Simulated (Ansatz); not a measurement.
**A run on AlCo$_{3}$ that went wrong**

Someone meant to compute AlCo$_{3}$ with PBEsol, plane waves and PAW in Ansatz and wrote this input.

```yaml
crystal:
  lattice:
    - [3.574948, 0.0, 0.0]
    - [0.0, 3.574948, 0.0]
    - [0.0, 0.0, 3.574948]
  atoms:
    - { symbol: Al, position: [0.0, 0.0, 0.0] }
    - { symbol: Co, position: [0.5, 0.5, 0.0], spin: 1.48 }
    - { symbol: Co, position: [0.5, 0.0, 0.5], spin: 1.48 }
    - { symbol: Co, position: [0.0, 0.5, 0.5], spin: 1.48 }
basis:
  ecutwfc: 420
kpoints:
  mp_grid: { grid: [12, 12, 12] }
hamiltonian:
  xc: pbesol
scf:
  occupations: { method: gaussian, width: 0.1 }
  max_iter: 12
  convergence: { dr2_threshold: "1e-19 eV" }
output:
  forces: true
  stress: true
  eigenvalues: true
  populations: true
magnetization:
  spin_polarized: true
```

Command:

```bash
ansatz run input.yaml --threads 1 --pin off --max-ram 2560MiB --backend cpu --events-out ev --progress --plain --runs-dir out
```

The program printed (HF is the Harris–Foulkes energy, dr2 the density residual in eV):

```text
Pseudopotential: Al, paw, valence charge 3, recommended cutoff 420 eV (normal)
Pseudopotential: Co, paw, valence charge 17, recommended cutoff 420 eV (normal)
Crystal: 4 atoms, lattice volume = 45.689 Å³
Basis set: ecut = 420 eV, 895 PW (Γ), exchange–correlation on 48×48×48 points (8 copies of the dense FFT grid, shifted against one another)
Bands: 36, of which v1, the nominal top of the filled ones, is band 27 counted from 1 (26 counted from 0)
Symmetry: 48 space group operations
Space group: Pm-3m (ITA 221), of the structure as read, at distance tolerance 3.6e-5 Å
k-points: 84 of 1728
PAW frozen core: Al, regenerated for the run's functional, and the local potential with it (the file was generated under x = pbe(κ = 0.804, μ = 0.2195), c = pbe(β = 0.0667))
PAW frozen core: Co, regenerated for the run's functional, and the local potential with it (the file was generated under x = pbe(κ = 0.804, μ = 0.2195), c = pbe(β = 0.0667))
Initial density: superposition of atomic densities
Starting moments: Σ|m| = 4.44 μB on 3 of 4 sites
SCF iter   1: HF=-15803.401753 eV  Δρ=7.61e-2 (↑5.44e-2 ↓7.61e-2) dr2=4.40e0  dr2_m=8.16e-2  M=4.049 μB ∫|m|=4.308 μB
spin=Collinear: Kerker preconditioning applied to the charge; magnetization (m = ρ↑ − ρ↓) channel mixes plain (no charge-response kernel on spin).
SCF iter   2: HF=-15801.760270 eV  Δρ=2.38e-2 (↑1.43e-2 ↓2.38e-2) dr2=2.54e-1  dr2_m=1.05e-1  M=4.136 μB ∫|m|=4.417 μB
SCF iter   3: HF=-15802.647451 eV  Δρ=1.74e-2 (↑1.74e-2 ↓1.03e-2) dr2=2.48e-1  dr2_m=3.88e-2  M=4.080 μB ∫|m|=4.381 μB
SCF iter   4: HF=-15803.961000 eV  Δρ=1.77e-2 (↑1.57e-2 ↓1.77e-2) dr2=4.70e-1  dr2_m=4.71e-3  M=3.920 μB ∫|m|=4.257 μB
   ...
SCF iter  10: HF=-15804.199746 eV  Δρ=3.16e-4 (↑1.48e-4 ↓3.16e-4) dr2=8.35e-5  dr2_m=3.82e-6  M=3.876 μB ∫|m|=4.220 μB
SCF iter  11: HF=-15804.199729 eV  Δρ=8.31e-5 (↑4.50e-5 ↓8.31e-5) dr2=5.82e-6  dr2_m=1.89e-7  M=3.876 μB ∫|m|=4.220 μB
SCF iter  12: HF=-15804.199729 eV  Δρ=5.07e-6 (↑2.44e-6 ↓5.07e-6) dr2=7.59e-9  dr2_m=2.28e-9  M=3.876 μB ∫|m|=4.220 μB
Error: did not converge after 12 iterations: dr2 = 7.59e-9 (threshold 1.00e-19), under the density mixer `msr1`, which `scf.mixing.algorithm: auto` chose by the deck's other keys (type `scf.mixing.algorithm: msr1` to keep it); raise `scf.max_iter`, which need not help a stalled SCF …
```

Question: Name the fault and the cure.

Answer: The fault is an SCF threshold too tight for the iterations allowed. The residual can't fall so far within the iterations allowed. The cure is the default threshold.

Fix (which also takes the starting moments of the reference run):

```diff
 crystal:
   atoms:
-    - { symbol: Co, position: [0.5, 0.5, 0.0], spin: 1.48 }
-    - { symbol: Co, position: [0.5, 0.0, 0.5], spin: 1.48 }
-    - { symbol: Co, position: [0.0, 0.5, 0.5], spin: 1.48 }
+    - { symbol: Co, position: [0.5, 0.5, 0.0], spin: 1.46 }
+    - { symbol: Co, position: [0.5, 0.0, 0.5], spin: 1.46 }
+    - { symbol: Co, position: [0.0, 0.5, 0.5], spin: 1.46 }
 scf:
-  max_iter: 12
-  convergence: { dr2_threshold: "1e-19 eV" }
```

With the mended input the run converges and gives a pressure of -7.41 GPa, no gap, site moments (μB) Al -0.06, Co +1.35 (×3).

The mended run took 12 s on 1 thread of Intel(R) Xeon(R) 6975P-C (Granite Rapids), on a shared host, peak memory 0.55 GiB.